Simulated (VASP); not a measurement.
# CdTe (F-43m) in VASP: notebook

CdTe is run at these levels: PBEsol; tasks: single point.

Program: VASP 6.6.1. These are calculated values, not measurements. Logs are shortened: lines on timing, memory, paths and dates and some standing lists are left out, and cuts for length are marked.

**The experiment to reproduce.**

From a printed reference work, data compilation, for a bulk crystal of CdTe at 0 K: band gap 1.607 eV.

The runs below are set against these values where they give the same quantity.

## 1. The cell of the first run

It takes space group F-43m (No. 216, cubic). The conventional cell has a = 6.279 Å, b = 6.279 Å, c = 6.279 Å, α = 90.00°, β = 90.00°, γ = 90.00°. Within 3.6 Å of Te (site symmetry -43m) lie 4 Cd at 2.72 Å. Within 3.6 Å of Cd (site symmetry -43m) lie 4 Te at 2.72 Å.

## 2. Single point, PBEsol (volume scaled by 0.94)

The input, INCAR:

```
PREC = Accurate ; ENCUT = 520
EDIFF = 1E-6 ; ISMEAR = -1
SIGMA = 0.05 ; LREAL = F
LASPH = T ; NELM = 60
ALGO = Normal ; ISIF = 2
LWAVE = F ; LCHARG = F
GGA = PS ; NBANDS = 16
```

The input, KPOINTS:

```
regular mesh
0
Gamma
  7 7 7
```

The input, POSCAR:

```
CdTe
1.0
    0.0000000000      3.1395734784      3.1395734784
    3.1395734784      0.0000000000      3.1395734784
    3.1395734784      3.1395734784      0.0000000000
Te Cd
1 1
Direct
    0.7500000000      0.7500000000      0.7500000000
    0.0000000000      0.0000000000      0.0000000000
```

Potentials or basis: VASP PAW PBE potentials, release 64 (Te, Cd).

Run with:

```console
> cat potpaw_PBE.64/Te/POTCAR potpaw_PBE.64/Cd/POTCAR > POTCAR
> mpirun -np 1 vasp_std > vasp.out
```

OUTCAR:

```text
PREC = Accurate
   ENCUT = 520
   EDIFF = 1E-6
   ISMEAR = -1
   LREAL = F
   LASPH = T
   NELM = 60
   ISIF = 2
   GGA = PS

 ion  position               nearest neighbor table
   1  0.750  0.750  0.750-   2 2.72   2 2.72   2 2.72   2 2.72
   2  0.000  0.000  0.000-   1 2.72   1 2.72   1 2.72   1 2.72

  LATTYP: Found a face centered cubic cell.
 ALAT       =     6.2791469568

  Lattice vectors:

 A1 = (   0.0000000000,   3.1395734784,   3.1395734784)
 A2 = (   3.1395734784,   0.0000000000,   3.1395734784)
 A3 = (   3.1395734784,   3.1395734784,   0.0000000000)

Analysis of symmetry for initial positions (statically):
=====================================================================
 Subroutine PRICEL returns:
 Original cell was already a primitive cell.

 Routine SETGRP: Setting up the symmetry group for a
 face centered cubic supercell.

 Subroutine GETGRP returns: Found 24 space group operations
 (whereof 24 operations were pure point group operations)
 out of a pool of 48 trial point group operations.

The static configuration has the point symmetry T_d .

Analysis of symmetry for dynamics (positions and initial velocities):
=====================================================================
 Subroutine PRICEL returns:
 Original cell was already a primitive cell.

 Routine SETGRP: Setting up the symmetry group for a
 face centered cubic supercell.

 Subroutine GETGRP returns: Found 24 space group operations
 (whereof 24 operations were pure point group operations)
 out of a pool of 48 trial point group operations.

The dynamic configuration has the point symmetry T_d .

 Subroutine INISYM returns: Found 24 space group operations
 (whereof 24 operations are pure point group operations),
 and found     1 'primitive' translations

----------------------------------------------------------------------------------------

                                     Primitive cell

  volume of cell :      61.8931

  direct lattice vectors                    reciprocal lattice vectors
     0.000000000  3.139573478  3.139573478    -0.159257301  0.159257301  0.159257301
     3.139573478  0.000000000  3.139573478     0.159257301 -0.159257301  0.159257301
     3.139573478  3.139573478  0.000000000     0.159257301  0.159257301 -0.159257301

  length of vectors
     4.440027393  4.440027393  4.440027393     0.275841738  0.275841738  0.275841738

  position of ions in fractional coordinates (direct lattice)
     0.750000000  0.750000000  0.750000000
     0.000000000  0.000000000  0.000000000

  ion indices of the primitive-cell ions
   primitive index   ion index
                 1           1
                 2           2

----------------------------------------------------------------------------------------

 KPOINTS: regular mesh

Automatic generation of k-mesh.
 Grid dimensions read from file:
 generate k-points for:    7    7    7

 Generating k-lattice:

  Cartesian coordinates                     Fractional coordinates (reciprocal lattice)
    -0.022751043  0.022751043  0.022751043     0.142857143  0.000000000  0.000000000
     0.022751043 -0.022751043  0.022751043     0.000000000  0.142857143  0.000000000
     0.022751043  0.022751043 -0.022751043     0.000000000  0.000000000  0.142857143

  Length of vectors
     0.039405963  0.039405963  0.039405963

  Shift w.r.t. Gamma in fractional coordinates (k-lattice)
     0.000000000  0.000000000  0.000000000

 Subroutine IBZKPT returns following result:
 ===========================================

 Found     20 irreducible k-points:

 Following reciprocal coordinates:
            Coordinates               Weight
  0.000000  0.000000  0.000000      1.000000
  0.142857  0.000000  0.000000      8.000000
  0.285714  0.000000  0.000000      8.000000
  0.428571  0.000000  0.000000      8.000000
  0.142857  0.142857  0.000000      6.000000
  0.285714  0.142857  0.000000     24.000000
[... 12 lines left out ...]
 -0.428571  0.428571  0.142857     24.000000
 -0.285714  0.428571  0.142857     24.000000
   k-points           NKPTS =     20   k-points in BZ     NKDIM =     20   number of bands    NBANDS=     16
   number of dos      NEDOS =    301   number of ions     NIONS =      2
   total plane-waves  NPLWV =  46656
   dimension x,y,z NGX =    36 NGY =   36 NGZ =   36
   dimension x,y,z NGXF=    72 NGYF=   72 NGZF=   72
   ions per type =               1   1
   NGX,Y,Z   is equivalent  to a cutoff of  13.48, 13.48, 13.48 a.u.
   NGXF,Y,Z  is equivalent  to a cutoff of  26.96, 26.96, 26.96 a.u.
 SYSTEM =  unknown system
   PREC   = accura    normal or accurate (medium, high low for compatibility)
   ISTART =      0    job   : 0-new  1-cont  2-samecut
   ICHARG =      2    charge: 1-file 2-atom 10-const
   ISPIN  =      1    spin polarized calculation?
   LNONCOLLINEAR =      F non collinear calculations
   LSORBIT =      F    spin-orbit coupling
   LASPH  =      T    aspherical Exc in radial PAW
   ENCUT  =  520.0 eV  38.22 Ry    6.18 a.u.   8.26  8.26  8.26*2*pi/ulx,y,z
   NELM   =     60;   NELMIN=  2; NELMDL= -5     # of ELM steps
   EDIFF  = 0.1E-05   stopping-criterion for ELM
   LREAL  =      F    real-space projection
   EDIFFG = 0.1E-04   stopping-criterion for IOM
   NSW    =      0    number of steps for IOM
   IBRION =     -1    ionic relax: 0-MD 1-quasi-New 2-CG
   NFREE  =      0    steps in history (QN), initial steepest desc. (CG)
   ISIF   =      2    stress and relaxation
   ISYM   =      2    0-nonsym 1-usesym 2-fastsym
   POTIM  = 0.5000    time-step for ionic-motion
   TEBEG  =    0.0;   TEEND  =   0.0 temperature during run
   PSTRESS=    0.0 pullay stress
   NELECT =      18.0000    total number of electrons
   NUPDOWN=      -1.0000    fix difference up-down
   EMIN   =  10.00;   EMAX   =-10.00  energy-range for DOS
   EFERMI =   0.00;   METHOD = LEGACY
   ISMEAR =    -1;   SIGMA  =   0.05  broadening in eV -4-tet -1-fermi 0-gaus
   EFERMI_NEDOS =   21; number of points for ismear=-14 and -15
   IALGO  =     38    algorithm
   IMIX   =      4    mixing-type and parameters
     AMIX     =   0.40;   BMIX     =  1.00
     AMIX_MAG =   1.60;   BMIX_MAG =  1.00
  volume/ion in A,a.u.               =      30.95       208.84
  Fermi-wavevector in a.u.,A,eV,Ry     =   1.084638  2.049670 16.006447  1.176441
  Thomas-Fermi vector in A             =   2.220733
   LORBIT       =      0    0 simple, 1 ext, 2 COOP (PROOUT), +10 PAW based schemes
   GGA     = PS    functional components
   LHFCALC =     F    Hartree Fock is set to
   AEXX    =    0.0000 exact exchange contribution
   IVDW    =     0    specifies the selected vdW correction
   LEPSILON=     F    determine dielectric tensor
   LRPA    =     F    only Hartree local field effects (RPA)
 non-spin polarized calculation
  energy-cutoff  :      520.00
  volume of cell :       61.89
 maximum number of plane-waves:      1687
 NGX is ok and might be reduce to    36
   NGX = 17   NGY = 17   NGZ = 17

 number of electron      18.0000003 magnetization

 Free energy of the ion-electron system (eV)
  ---------------------------------------------------
  ext. energy  EPLUGINS =         0.00000000
  ---------------------------------------------------
  free energy    TOTEN  =        -5.38533661 eV

  energy without entropy =       -5.38533577  energy(sigma->0) =       -5.38533619

 E-fermi :   3.6351     XC(G=0):  -9.2088

 val. band max:        3.1311347323   @ k =   0.0000   0.0000   0.0000
 cond. band min:       4.0803559873   @ k =   0.0000   0.0000   0.0000
 fundamental gap:      0.9492212550
 Fermi energy:         3.6351149990

 k-point     1 :       0.0000    0.0000    0.0000
  band No.  band energies     occupation
      1      -8.6785      2.00000
      2      -5.5113      2.00000
      3      -5.5113      2.00000
      4      -5.5113      2.00000
      5      -5.1683      2.00000
      6      -5.1683      2.00000
[... 8 lines left out ...]
     15      12.6407      0.00000
     16      12.6407      0.00000

 k-point     2 :       0.1429    0.0000    0.0000
  band No.  band energies     occupation
      1      -8.5843      2.00000
      2      -5.4926      2.00000
      3      -5.4926      2.00000
      4      -5.4475      2.00000
      5      -5.1701      2.00000
      6      -5.1701      2.00000
[... 8 lines left out ...]
     15      11.6781      0.00000
     16      11.6781      0.00000

 k-point     3 :       0.2857    0.0000    0.0000
  band No.  band energies     occupation
      1      -8.3701      2.00000
      2      -5.4551      2.00000
      3      -5.4551      2.00000
      4      -5.2109      2.00000
      5      -5.1682      2.00000
      6      -5.1682      2.00000
[... 8 lines left out ...]
     15      11.7187      0.00000
     16      11.7187      0.00000

 k-point     4 :       0.4286    0.0000    0.0000
  band No.  band energies     occupation
      1      -8.1997      2.00000
      2      -5.4314      2.00000
      3      -5.4314      2.00000
      4      -5.1589      2.00000
      5      -5.1589      2.00000
      6      -4.8278      2.00000
[... 8 lines left out ...]
     15      13.0588      0.00000
     16      13.0588      0.00000

 k-point     5 :       0.1429    0.1429    0.0000
  band No.  band energies     occupation
      1      -8.5531      2.00000
      2      -5.4744      2.00000
      3      -5.4744      2.00000
      4      -5.4516      2.00000
      5      -5.1794      2.00000
      6      -5.1609      2.00000
[... 8 lines left out ...]
     15      12.0468      0.00000
     16      12.8175      0.00000

 k-point     6 :       0.2857    0.1429    0.0000
  band No.  band energies     occupation
      1      -8.3793      2.00000
      2      -5.4473      2.00000
      3      -5.4335      2.00000
      4      -5.2989      2.00000
      5      -5.1621      2.00000
      6      -5.1548      2.00000
[... 8 lines left out ...]
     15      12.6710      0.00000
     16      12.6717      0.00000

 k-point     7 :       0.4286    0.1429    0.0000
  band No.  band energies     occupation
      1      -8.1960      2.00000
      2      -5.4228      2.00000
      3      -5.4056      2.00000
      4      -5.2008      2.00000
      5      -5.1513      2.00000
      6      -4.8835      2.00000
[... 8 lines left out ...]
     15      12.8661      0.00000
     16      13.6207      0.00000

 k-point     8 :      -0.4286    0.1429    0.0000
  band No.  band energies     occupation
      1      -8.1409      2.00000
      2      -5.4143      2.00000
      3      -5.4051      2.00000
      4      -5.1741      2.00000
      5      -5.1615      2.00000
      6      -4.6939      2.00000
[... 8 lines left out ...]
     15      12.8094      0.00000
     16      13.0136      0.00000

 k-point     9 :      -0.2857    0.1429    0.0000
  band No.  band energies     occupation
      1      -8.2517      2.00000
      2      -5.4308      2.00000
      3      -5.4228      2.00000
      4      -5.1796      2.00000
      5      -5.1789      2.00000
      6      -5.0045      2.00000
[... 8 lines left out ...]
     15      12.2517      0.00000
     16      13.7167      0.00000
[... 96 lines left out ...]
 k-point    15 :       0.4286    0.4286    0.0000
  band No.  band energies     occupation
      1      -8.0527      2.00000
      2      -5.3243      2.00000
      3      -5.3040      2.00000
      4      -5.3040      2.00000
      5      -5.1305      2.00000
      6      -4.6742      2.00000
[... 8 lines left out ...]
     15      13.9642      0.00000
     16      15.5787      0.00000

 k-point    16 :      -0.4286    0.4286    0.0000
  band No.  band energies     occupation
      1      -8.0245      2.00000
      2      -5.3462      2.00000
      3      -5.3032      2.00000
      4      -5.2695      2.00000
      5      -5.1375      2.00000
      6      -4.5280      2.00000
[... 8 lines left out ...]
     15      13.7920      0.00000
     16      15.3158      0.00000

 k-point    17 :       0.4286    0.2857    0.1429
  band No.  band energies     occupation
      1      -8.2221      2.00000
      2      -5.4092      2.00000
      3      -5.3958      2.00000
      4      -5.2388      2.00000
      5      -5.1539      2.00000
      6      -4.9850      2.00000
[... 8 lines left out ...]
     15      13.6664      0.00000
     16      14.2051      0.00000

 k-point    18 :      -0.4286    0.2857    0.1429
  band No.  band energies     occupation
      1      -8.1002      2.00000
      2      -5.3898      2.00000
      3      -5.3728      2.00000
      4      -5.2060      2.00000
      5      -5.1605      2.00000
      6      -4.6567      2.00000
[... 8 lines left out ...]
     15      13.2689      0.00000
     16      14.1032      0.00000

 k-point    19 :      -0.4286    0.4286    0.1429
  band No.  band energies     occupation
      1      -8.0481      2.00000
      2      -5.3498      2.00000
      3      -5.3383      2.00000
      4      -5.2475      2.00000
      5      -5.1468      2.00000
      6      -4.5784      2.00000
[... 8 lines left out ...]
     15      14.1388      0.00000
     16      15.0343      0.00000

 k-point    20 :      -0.2857    0.4286    0.1429
  band No.  band energies     occupation
      1      -8.0360      2.00000
      2      -5.3640      2.00000
      3      -5.3419      2.00000
      4      -5.2126      2.00000
      5      -5.1672      2.00000
      6      -4.4810      2.00000
[... 8 lines left out ...]
     15      13.4895      0.00000
     16      15.5377      0.00000

------------------------ aborting loop because EDIFF is reached ----------------------------------------

  FORCE on cell =-STRESS in cart. coord.  units (eV):
  Direction    XX          YY          ZZ          XY          YZ          ZX
  --------------------------------------------------------------------------------------
  -------------------------------------------------------------------------------------
  Total        2.0933081      2.0933081      2.0933081     -0.0000000      0.0000000      0.0000000
  in kB       54.1878329     54.1878329     54.1878329     -0.0000000      0.0000000      0.0000000
  external PRESSURE =      54.1878329 kB  Pullay stress =       0.0000000 kB

 VOLUME and BASIS-vectors are now :
 -----------------------------------------------------------------------------
  energy-cutoff  :      520.00
  volume of cell :       61.89
      direct lattice vectors                 reciprocal lattice vectors
     0.000000000  3.139573478  3.139573478    -0.159257301  0.159257301  0.159257301
     3.139573478  0.000000000  3.139573478     0.159257301 -0.159257301  0.159257301
     3.139573478  3.139573478  0.000000000     0.159257301  0.159257301 -0.159257301

 POSITION                                       TOTAL-FORCE (eV/Angst)
 -----------------------------------------------------------------------------------
      4.70936      4.70936      4.70936         0.000000      0.000000      0.000000
      0.00000      0.00000      0.00000        -0.000000     -0.000000     -0.000000
 -----------------------------------------------------------------------------------
    total drift:                                0.000000      0.000000      0.000000

  FREE ENERGIE OF THE ION-ELECTRON SYSTEM (eV)
  ---------------------------------------------------
  free  energy   TOTEN  =        -5.3853366140 eV

  energy  without entropy=       -5.3853357705  energy(sigma->0) =       -5.38533619
```

It took 10 s on 1 thread of Intel Xeon 6975P-C (Granite Rapids), shared host; peak memory 0.2 GiB.

What came out:

* Free energy: -5.3853 eV
* Pressure: 5.4 GPa
* Band gap on the k mesh: 0.95 eV, direct

Levels at points of the mesh, in eV from the valence-band top:
```csv
k point,band 5,band 6,band 7,band 8,band 9,band 10,band 11,band 12,band 13,band 14
"(0.00, 0.00, 0.00)",-8.30,-8.30,0.00,0.00,0.00,0.95,4.46,4.46,4.46,7.41
```

Caveat: the PAW data sets were made with another functional, which shifts forces and pressure a little; spin-orbit coupling is left out, which moves the levels of the heavy elements.

[end of part 1 of 2]
